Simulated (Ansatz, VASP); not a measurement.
ZnS in VASP and in Ansatz

File INCAR:

```
SYSTEM = ZnS
PREC = Accurate
ENCUT = 520
EDIFF = 1E-6
ISMEAR = 0
SIGMA = 0.01
LREAL = .False.
LASPH = .True.
NELM = 80
ALGO = Normal
ISIF = 2
LWAVE = .False.
LCHARG = .True.
GGA = PS
LELF = .True.
LVHAR = .True.
NBANDS = 26
```

KPOINTS

```
regular mesh
0
Gamma
  9 9 6
  0 0 0
```

Contents of POSCAR:

```
ZnS
1.0
    3.7822376623      0.0000000000      0.0000000000
   -1.8911188312      3.2755138987      0.0000000000
    0.0000000000      0.0000000000      6.2081819577
Zn S
2 2
Direct
    0.3333333333      0.6666666667     -0.0467655878
    0.6666666667      0.3333333333      0.4532344122
    0.3333333333      0.6666666667      0.4217655878
    0.6666666667      0.3333333333      0.9217655878
```

Input for Ansatz:

```yaml
crystal:
  lattice:
    - [3.7822376623, 0.0, 0.0]
    - [-1.8911188312, 3.2755138987, 0.0]
    - [0.0, 0.0, 6.2081819577]
  atoms:
    - { symbol: Zn, position: [0.3333333333, 0.6666666667, -0.0467655878] }
    - { symbol: Zn, position: [0.6666666667, 0.3333333333, 0.4532344122] }
    - { symbol: S, position: [0.3333333333, 0.6666666667, 0.4217655878] }
    - { symbol: S, position: [0.6666666667, 0.3333333333, 0.9217655878] }
basis:
  ecutwfc: 420
  xc_grid: 2
kpoints:
  mp_grid: { grid: [9, 9, 6] }
hamiltonian:
  xc: pbesol
  pseudopotentials: { kind: paw, azcp: { folder: soft_1 } }
scf:
  occupations: { method: fixed }
output:
  forces: true
  stress: true
  eigenvalues: true
  polarization: {}
```

Change from the starting cell: polar distortion scaled by 0.25.

Alike in both runs: task single point; functional PBEsol; k mesh 9 × 9 × 6; no spin polarisation.

```csv
,VASP,Ansatz
version,VASP 6.6.1,Ansatz 0.2.0
potentials or method,"VASP PAW PBE potentials, release 64 (Zn, S)","scalar-relativistic, plane waves, PAW"
plane-wave cutoff (eV),520,420
occupations,"gaussian, width 0.01 eV",fixed
valence electrons in the cell,36,36
```

Ansatz gave:

- gap on the k mesh at the Fermi level (eV): 2.54
- least direct gap on the mesh (eV): 2.55
- pressure (GPa): 5.2
- largest component of the traceless stress (GPa): 6.31
- rms of the force components (eV/Å): 0.299

Q: Estimate VASP's values.

A: gap on the k mesh at the Fermi level (eV): 2.56; least direct gap on the mesh (eV): 2.56; pressure (GPa): 5.4; largest component of the traceless stress (GPa): 6.49; rms of the force components (eV/Å): 0.303.

Atom by atom the forces differ by 0.004 eV/Å (rms over components). Ansatz warned: «pseudo_functional_mismatch».

Caveats: the PAW data sets were made with another functional, which shifts forces and pressure a little (VASP); an odd mesh through Γ misses points on the zone boundary, where band edges often lie.
